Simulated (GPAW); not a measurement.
A run of GPAW 26.7.0 is set up as follows.

run.py

```python
from ase import Atoms
from ase.dft.bandgap import bandgap
from ase.io import write
from ase.units import GPa
from gpaw import GPAW, PW

atoms = Atoms(['Sn', 'Sn'],
              cell=[[-2.9401404553, 2.9401404553, 1.5993019889],
                    [2.9401404553, -2.9401404553, 1.5993019889],
                    [2.9401404553, 2.9401404553, -1.5993019889]],
              scaled_positions=[[0.0, 0.0, 0.0],
                                [0.75, 0.25, 0.5]],
              pbc=True)

calc = GPAW(mode=PW(700),
            xc='PBE',
            kpts={'size': (7, 7, 7), 'gamma': True},
            occupations={'name': 'fermi-dirac', 'width': 0.05},
            nbands=24,
            convergence={'density': 1e-05, 'energy': 1e-05},
            maxiter=80,
            txt='gpaw.txt')
atoms.calc = calc
energy = atoms.get_potential_energy()
forces = atoms.get_forces()
stress = atoms.get_stress()
calc.write('gs.gpw')
write('result.traj', atoms)
print(f'Energy: {energy:.6f} eV')
print('Forces (eV/A):')
print(forces.round(4))
print('Stress (GPa):', (stress / GPa).round(3))
print('Fermi level:', round(calc.get_fermi_level(), 4), 'eV')
print(f'Gap: {bandgap(calc)[0]:.4f} eV, direct: {bandgap(calc, direct=True)[0]:.4f} eV')
```

Potentials or basis: GPAW PAW data sets (gpaw-data 1.2.1), pw.

The run is started by

```console
$ OMP_NUM_THREADS=1 python run.py
```

Problem. Estimate the pressure.

Solution. 1.0 GPa.

Problem. Estimate the band gap on the k mesh.

Solution. None (metal or under the smearing width).

Stress tensor (GPa, compression positive):
```
0.74 0.00 0.00
0.00 0.74 0.00
0.00 0.00 1.40
```
